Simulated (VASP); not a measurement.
# BaTiO3 (Cmm2) in VASP: a series of runs

The runs below take BaTiO3 through single point, with r2SCAN.

Program: VASP 6.6.1. These are calculated values, not measurements. Logs are shortened: lines on timing, memory, paths and dates and some standing lists are left out, and cuts for length are marked.

## Step 1: The crystal as given

It takes space group Cmm2 (No. 35, orthorhombic). The conventional cell has a = 5.619 Å, b = 5.694 Å, c = 4.018 Å, α = 90.00°, β = 90.00°, γ = 90.00°. Around Ba (site symmetry mm2) lie 12 O at 2.79 to 2.88 Å. Ti (site symmetry mm2) is surrounded by 6 O at 1.89 to 2.13 Å. O (site symmetry mm2) is surrounded by 2 Ti at 1.89 to 2.13 Å. Around O (site symmetry 2) lie 2 Ti at 2.00 Å.

## Step 2: Single point, r2SCAN

Contents of POSCAR:

```
BaTiO3
1.0
    3.9998000000     -0.0266653333      0.0000000000
   -0.0266653333      3.9998000000      0.0000000000
    0.0000000000      0.0000000000      4.0180000000
Ba Ti O
1 1 3
Direct
    0.0000000000      0.0000000000      0.0000000000
    0.5000000000      0.5000000000      0.4900000000
    0.5000000000      0.5000000000      0.0190000000
    0.5000000000      0.0000000000      0.5170000000
    0.0000000000      0.5000000000      0.5170000000
```

Contents of INCAR.step1:

```
PREC = Accurate
ENCUT = 520
ISMEAR = 0
SIGMA = 0.01
LREAL = False
LASPH = True
NELM = 100
NBANDS = 28
GGA = PE
ALGO = Normal
EDIFF = 1E-4
LWAVE = True
LCHARG = False
```

Contents of INCAR.step2:

```
PREC = Accurate
ENCUT = 520
EDIFF = 1E-6
ISMEAR = 0
SIGMA = 0.01
LREAL = False
LASPH = True
NELM = 100
ALGO = Normal
ISIF = 2
LWAVE = False
LCHARG = False
METAGGA = R2SCAN
LMIXTAU = True
NBANDS = 28
ISTART = 1
```

Contents of KPOINTS:

```
Automatic mesh
0
Gamma
  4 4 4
```

Potentials or basis: VASP PAW PBE potentials, release 64 (Ba_sv, Ti_sv, O).

The run is started by

```console
> cat potpaw_PBE.64/Ba_sv/POTCAR potpaw_PBE.64/Ti_sv/POTCAR potpaw_PBE.64/O/POTCAR > POTCAR
> cp INCAR.step1 INCAR
> mpirun -np 1 vasp_std > vasp.out
> cp INCAR.step2 INCAR
> mpirun -np 1 vasp_std > vasp.out
```

OUTCAR:

```text
PREC = Accurate
   ENCUT = 520
   EDIFF = 1E-6
   ISMEAR = 0
   LREAL = False
   LASPH = True
   NELM = 100
   ISIF = 2
   METAGGA = R2SCAN
   ISTART = 1

 ion  position               nearest neighbor table
   1  0.000  0.000  0.000-   4 2.79   5 2.79   5 2.79   4 2.79   3 2.81   3 2.81   3 2.85   3 2.85
                             4 2.88   5 2.88   5 2.88   4 2.88   2 3.43   2 3.43   2 3.46   2 3.46
   2  0.500  0.500  0.490-   3 1.89   4 2.00   5 2.00   4 2.00   5 2.00   3 2.13   1 3.43   1 3.43
                             1 3.46   1 3.46   1 3.48   1 3.48   1 3.51   1 3.51
   3  0.500  0.500  0.019-   2 1.89   2 2.13   1 2.81   1 2.81   1 2.85   1 2.85
   4  0.500  0.000  0.517-   2 2.00   2 2.00   1 2.79   1 2.79   1 2.88   1 2.88
   5  0.000  0.500  0.517-   2 2.00   2 2.00   1 2.79   1 2.79   1 2.88   1 2.88

  LATTYP: Found a base centered orthorhombic cell.
 ALAT       =     5.6188609308
 B/A-ratio  =     1.0134228188
 C/A-ratio  =     0.7150915549

  Lattice vectors:

 A1 = (   3.9998000000,  -0.0266653333,   0.0000000000)
 A2 = (  -0.0266653333,   3.9998000000,   0.0000000000)
 A3 = (   0.0000000000,   0.0000000000,   4.0180000000)

Analysis of symmetry for initial positions (statically):
=====================================================================
 Subroutine PRICEL returns:
 Original cell was already a primitive cell.

 Routine SETGRP: Setting up the symmetry group for a
 base centered orthorhombic supercell.

 Subroutine GETGRP returns: Found  4 space group operations
 (whereof  4 operations were pure point group operations)
 out of a pool of  8 trial point group operations.

The static configuration has the point symmetry C_2v.

Analysis of symmetry for dynamics (positions and initial velocities):
=====================================================================
 Subroutine PRICEL returns:
 Original cell was already a primitive cell.

 Routine SETGRP: Setting up the symmetry group for a
 base centered orthorhombic supercell.

 Subroutine GETGRP returns: Found  4 space group operations
 (whereof  4 operations were pure point group operations)
 out of a pool of  8 trial point group operations.

The dynamic configuration has the point symmetry C_2v.

 Subroutine INISYM returns: Found  4 space group operations
 (whereof  4 operations are pure point group operations),
 and found     1 'primitive' translations

----------------------------------------------------------------------------------------

                                     Primitive cell

  volume of cell :      64.2787

  direct lattice vectors                    reciprocal lattice vectors
     3.999800000 -0.026665333  0.000000000     0.250023613  0.001666824  0.000000000
    -0.026665333  3.999800000  0.000000000     0.001666824  0.250023613  0.000000000
     0.000000000  0.000000000  4.018000000     0.000000000  0.000000000  0.248880040

  length of vectors
     3.999888883  3.999888883  4.018000000     0.250029169  0.250029169  0.248880040

  position of ions in fractional coordinates (direct lattice)
     0.000000000  0.000000000  0.000000000
     0.500000000  0.500000000  0.490000000
     0.500000000  0.500000000  0.019000000
     0.500000000  0.000000000  0.517000000
     0.000000000  0.500000000  0.517000000

  ion indices of the primitive-cell ions
   primitive index   ion index
                 1           1
                 2           2
                 3           3
                 4           4
                 5           5

----------------------------------------------------------------------------------------

 KPOINTS: Automatic mesh

Automatic generation of k-mesh.
 Grid dimensions read from file:
 generate k-points for:    4    4    4

 Generating k-lattice:

  Cartesian coordinates                     Fractional coordinates (reciprocal lattice)
     0.062505903  0.000416706  0.000000000     0.250000000  0.000000000  0.000000000
     0.000416706  0.062505903  0.000000000     0.000000000  0.250000000  0.000000000
     0.000000000  0.000000000  0.062220010     0.000000000  0.000000000  0.250000000

  Length of vectors
     0.062507292  0.062507292  0.062220010

  Shift w.r.t. Gamma in fractional coordinates (k-lattice)
     0.000000000  0.000000000  0.000000000

 Subroutine IBZKPT returns following result:
 ===========================================

 Found     21 irreducible k-points:

 Following reciprocal coordinates:
            Coordinates               Weight
  0.000000  0.000000  0.000000      1.000000
  0.250000 -0.000000  0.000000      4.000000
  0.500000 -0.000000  0.000000      2.000000
  0.250000  0.250000  0.000000      2.000000
  0.500000  0.250000  0.000000      4.000000
 -0.250000  0.250000  0.000000      2.000000
[... 13 lines left out ...]
 -0.250000  0.250000  0.500000      2.000000
  0.500000  0.500000  0.500000      1.000000
   k-points           NKPTS =     21   k-points in BZ     NKDIM =     21   number of bands    NBANDS=     28
   number of dos      NEDOS =    301   number of ions     NIONS =      5
   total plane-waves  NPLWV =  27000
   dimension x,y,z NGX =    30 NGY =   30 NGZ =   30
   dimension x,y,z NGXF=    60 NGYF=   60 NGZF=   60
   ions per type =               1   1   3
   NGX,Y,Z   is equivalent  to a cutoff of  12.47, 12.47, 12.41 a.u.
   NGXF,Y,Z  is equivalent  to a cutoff of  24.94, 24.94, 24.83 a.u.
 SYSTEM =  unknown system
   PREC   = accura    normal or accurate (medium, high low for compatibility)
   ISTART =      1    job   : 0-new  1-cont  2-samecut
   ICHARG =      0    charge: 1-file 2-atom 10-const
   ISPIN  =      1    spin polarized calculation?
   LNONCOLLINEAR =      F non collinear calculations
   LSORBIT =      F    spin-orbit coupling
   LASPH  =      T    aspherical Exc in radial PAW
   ENCUT  =  520.0 eV  38.22 Ry    6.18 a.u.   7.44  7.44  7.47*2*pi/ulx,y,z
   NELM   =    100;   NELMIN=  2; NELMDL=  0     # of ELM steps
   EDIFF  = 0.1E-05   stopping-criterion for ELM
   LREAL  =      F    real-space projection
   EDIFFG = 0.1E-04   stopping-criterion for IOM
   NSW    =      0    number of steps for IOM
   IBRION =     -1    ionic relax: 0-MD 1-quasi-New 2-CG
   NFREE  =      0    steps in history (QN), initial steepest desc. (CG)
   ISIF   =      2    stress and relaxation
   ISYM   =      2    0-nonsym 1-usesym 2-fastsym
   POTIM  = 0.5000    time-step for ionic-motion
   TEBEG  =    0.0;   TEEND  =   0.0 temperature during run
   PSTRESS=    0.0 pullay stress
   NELECT =      40.0000    total number of electrons
   NUPDOWN=      -1.0000    fix difference up-down
   EMIN   =  10.00;   EMAX   =-10.00  energy-range for DOS
   EFERMI =   0.00;   METHOD = LEGACY
   ISMEAR =     0;   SIGMA  =   0.01  broadening in eV -4-tet -1-fermi 0-gaus
   EFERMI_NEDOS =   21; number of points for ismear=-14 and -15
   IALGO  =     38    algorithm
   IMIX   =      4    mixing-type and parameters
     AMIX     =   0.40;   BMIX     =  1.00
     AMIX_MAG =   1.60;   BMIX_MAG =  1.00
  volume/ion in A,a.u.               =      12.86        86.75
  Fermi-wavevector in a.u.,A,eV,Ry     =   1.397674  2.641220 26.578866  1.953492
  Thomas-Fermi vector in A             =   2.520907
   LORBIT       =      0    0 simple, 1 ext, 2 COOP (PROOUT), +10 PAW based schemes
   METAGGA = R2SCAN    functional components
   LHFCALC =     F    Hartree Fock is set to
   AEXX    =    0.0000 exact exchange contribution
   IVDW    =     0    specifies the selected vdW correction
   LEPSILON=     F    determine dielectric tensor
   LRPA    =     F    only Hartree local field effects (RPA)
 non-spin polarized calculation
 Gauss-broadening in eV      SIGMA  =   0.01
  energy-cutoff  :      520.00
  volume of cell :       64.28
 maximum number of plane-waves:      1749
 NGX is ok and might be reduce to    30
   NGX = 15   NGY = 15   NGZ = 15

 number of electron      39.9999976 magnetization

 Free energy of the ion-electron system (eV)
  ---------------------------------------------------
  ext. energy  EPLUGINS =         0.00000000
  ---------------------------------------------------
  free energy    TOTEN  =       -74.22991631 eV

  energy without entropy =      -74.22991631  energy(sigma->0) =      -74.22991631

 E-fermi :   3.6596     XC(G=0): -11.9007

 val. band max:        3.5515853399   @ k =   0.5000   0.5000   0.5000
 cond. band min:       5.7013984315   @ k =   0.0000   0.0000   0.0000
 fundamental gap:      2.1498130916
 Fermi energy:         3.6595617338

 k-point     1 :       0.0000    0.0000    0.0000
  band No.  band energies     occupation
      1     -55.3065      2.00000
      2     -30.4944      2.00000
      3     -30.4690      2.00000
      4     -30.4567      2.00000
      5     -21.9724      2.00000
      6     -14.3434      2.00000
[... 20 lines left out ...]
     27       9.1452      0.00000
     28      11.7604      0.00000

 k-point     2 :       0.2500   -0.0000    0.0000
  band No.  band energies     occupation
      1     -55.3059      2.00000
      2     -30.4940      2.00000
      3     -30.4925      2.00000
      4     -30.4607      2.00000
      5     -21.9085      2.00000
      6     -14.4244      2.00000
[... 20 lines left out ...]
     27      10.2503      0.00000
     28      12.5473      0.00000

 k-point     3 :       0.5000   -0.0000    0.0000
  band No.  band energies     occupation
      1     -55.3053      2.00000
      2     -30.5214      2.00000
      3     -30.4923      2.00000
      4     -30.4603      2.00000
      5     -21.8427      2.00000
      6     -14.5806      2.00000
[... 20 lines left out ...]
     27      11.7509      0.00000
     28      12.4007      0.00000

 k-point     4 :       0.2500    0.2500    0.0000
  band No.  band energies     occupation
      1     -55.3053      2.00000
      2     -30.4971      2.00000
      3     -30.4921      2.00000
      4     -30.4845      2.00000
      5     -21.8551      2.00000
      6     -14.3417      2.00000
[... 20 lines left out ...]
     27      11.3609      0.00000
     28      12.8150      0.00000

 k-point     5 :       0.5000    0.2500    0.0000
  band No.  band energies     occupation
      1     -55.3047      2.00000
      2     -30.5202      2.00000
      3     -30.4915      2.00000
      4     -30.4881      2.00000
      5     -21.8023      2.00000
      6     -14.3410      2.00000
[... 20 lines left out ...]
     27      12.7722      0.00000
     28      12.8866      0.00000

 k-point     6 :      -0.2500    0.2500    0.0000
  band No.  band energies     occupation
      1     -55.3053      2.00000
      2     -30.4960      2.00000
      3     -30.4925      2.00000
      4     -30.4851      2.00000
      5     -21.8571      2.00000
      6     -14.3273      2.00000
[... 370 lines left out ...]
      5     -21.7686      2.00000
      6     -14.0266      2.00000
[... 20 lines left out ...]
     27      12.3919      0.00000
     28      12.5708      0.00000

 k-point    19 :       0.5000    0.2500    0.5000
  band No.  band energies     occupation
      1     -55.3037      2.00000
      2     -30.5454      2.00000
      3     -30.5174      2.00000
      4     -30.4862      2.00000
      5     -21.7308      2.00000
      6     -13.7378      2.00000
[... 20 lines left out ...]
     27      12.2668      0.00000
     28      12.3964      0.00000

 k-point    20 :      -0.2500    0.2500    0.5000
  band No.  band energies     occupation
      1     -55.3043      2.00000
      2     -30.5469      2.00000
      3     -30.4938      2.00000
      4     -30.4827      2.00000
      5     -21.7694      2.00000
      6     -14.0415      2.00000
[... 20 lines left out ...]
     27      12.3410      0.00000
     28      12.4861      0.00000

 k-point    21 :       0.5000    0.5000    0.5000
  band No.  band energies     occupation
      1     -55.3031      2.00000
      2     -30.5441      2.00000
      3     -30.5205      2.00000
      4     -30.5099      2.00000
      5     -21.6963      2.00000
      6     -13.5381      2.00000
[... 20 lines left out ...]
     27      11.5853      0.00000
     28      11.8107      0.00000

------------------------ aborting loop because EDIFF is reached ----------------------------------------

  FORCE on cell =-STRESS in cart. coord.  units (eV):
  Direction    XX          YY          ZZ          XY          YZ          ZX
  --------------------------------------------------------------------------------------
  -------------------------------------------------------------------------------------
  Total        0.3528281      0.3528281      0.7512516      0.7212896      0.0000000      0.0000000
  in kB        8.7944069      8.7944069     18.7253004     17.9784848      0.0000000      0.0000000
  external PRESSURE =      12.1047047 kB  Pullay stress =       0.0000000 kB

 VOLUME and BASIS-vectors are now :
 -----------------------------------------------------------------------------
  energy-cutoff  :      520.00
  volume of cell :       64.28
      direct lattice vectors                 reciprocal lattice vectors
     3.999800000 -0.026665333  0.000000000     0.250023613  0.001666824  0.000000000
    -0.026665333  3.999800000  0.000000000     0.001666824  0.250023613  0.000000000
     0.000000000  0.000000000  4.018000000     0.000000000  0.000000000  0.248880040

 POSITION                                       TOTAL-FORCE (eV/Angst)
 -----------------------------------------------------------------------------------
      0.00000      0.00000      0.00000        -0.000000      0.000000      0.083461
      1.98657      1.98657      1.96882         0.000000      0.000000     -0.154842
      1.98657      1.98657      0.07634        -0.000000      0.000000      0.329647
      1.99990     -0.01333      2.07731         0.000000      0.000000     -0.129133
     -0.01333      1.99990      2.07731        -0.000000      0.000000     -0.129133
 -----------------------------------------------------------------------------------
    total drift:                               -0.000000     -0.000000     -0.001655

  FREE ENERGIE OF THE ION-ELECTRON SYSTEM (eV)
  ---------------------------------------------------
  free  energy   TOTEN  =       -74.2299163097 eV

  energy  without entropy=      -74.2299163097  energy(sigma->0) =      -74.22991631
```

Run time: 89 s. Hardware: 1 thread of Intel Xeon Platinum 8559C (Emerald Rapids), shared host; peak memory 0.19 GiB.

What came out:

| Quantity | Value |
| --- | --- |
| Free energy | -74.2299 eV |
| Pressure | 1.2 GPa |
| Largest force | 0.330 eV/Å |
| Band gap on the k mesh | 2.15 eV, indirect (least direct gap 2.40 eV) |

Forces on the atoms (eV/Å):
```
Ba   0.000  0.000  0.083
Ti   0.000  0.000 -0.155
O    0.000  0.000  0.330
O    0.000  0.000 -0.129
O    0.000  0.000 -0.129
```

Stress tensor (GPa, compression positive):
```
0.88 1.80 0.00
1.80 0.88 0.00
0.00 0.00 1.87
```

Caveat: the PAW data sets were made with another functional, which shifts forces and pressure a little; spin-orbit coupling is left out, which moves the levels of the heavy elements.

[end of part 1 of 2]
